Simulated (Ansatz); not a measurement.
Si: single point with PBE

The system is Si.

```
CELL_PARAMETERS angstrom
-3.32544 3.32544 1.92239
3.32544 -3.32544 1.92239
3.32544 3.32544 -1.92239
ATOMIC_POSITIONS crystal
Si 0.82120 0.17880 0.00000
Si 0.17880 0.82120 0.00000
Si 0.82120 0.82120 0.64240
Si 0.17880 0.17880 0.35760
```

This isn't the form of Si at room conditions, which is diamond.

* Program: Ansatz 0.2.0
* Task: single point
* Functional: PBE
* Potentials or basis: all-electron LAPW, scalar-relativistic
* Cutoff: 222 eV (chosen from the basis error)
* Basis error allowed: 0.001 eV/atom
* k mesh: 8 × 8 × 8
* Occupations: fermi-dirac, width 0.05 eV
* Spin: no spin polarisation

```json
{"Pressure": "1.3 GPa", "Largest force": "0.009 eV/Å", "Band gap on the k mesh": "0.26 eV, indirect (least direct gap 0.39 eV)"}
```

Forces on the atoms (eV/Å):
```
Si  -0.006  0.006  0.000
Si   0.006 -0.006  0.000
Si   0.006  0.006  0.000
Si  -0.006 -0.006  0.000
```

Levels at points of the mesh, in eV from the valence-band top:
| k point | band 20 | band 21 | band 22 | band 23 | band 24 | band 25 | band 26 | band 27 | band 28 | band 29 |
| --- | --- | --- | --- | --- | --- | --- | --- | --- | --- | --- |
| (0.00, 0.00, 0.00) | -5.57 | -3.76 | -1.49 | -1.49 | -0.56 | 1.42 | 1.59 | 1.59 | 2.31 | 2.31 |
| (0.00, 0.00, -0.50) | -4.95 | -2.84 | -2.01 | -1.88 | -1.62 | 1.63 | 1.91 | 1.97 | 3.98 | 4.31 |
| (0.00, -0.50, 0.00) | -6.14 | -4.34 | -3.48 | -2.38 | -1.43 | 0.85 | 2.38 | 3.05 | 3.50 | 4.17 |
| (-0.50, -0.50, -0.50) | -5.00 | -2.94 | -0.23 | 0.00 | 0.00 | 0.39 | 3.20 | 3.48 | 4.02 | 4.48 |

It took 15 s on 2 threads of Arm Neoverse V1, on a shared host, peak memory 0.38 GiB.

A k mesh can miss the band edges. PBE gaps usually lie below the measured ones, often by a third to a half.
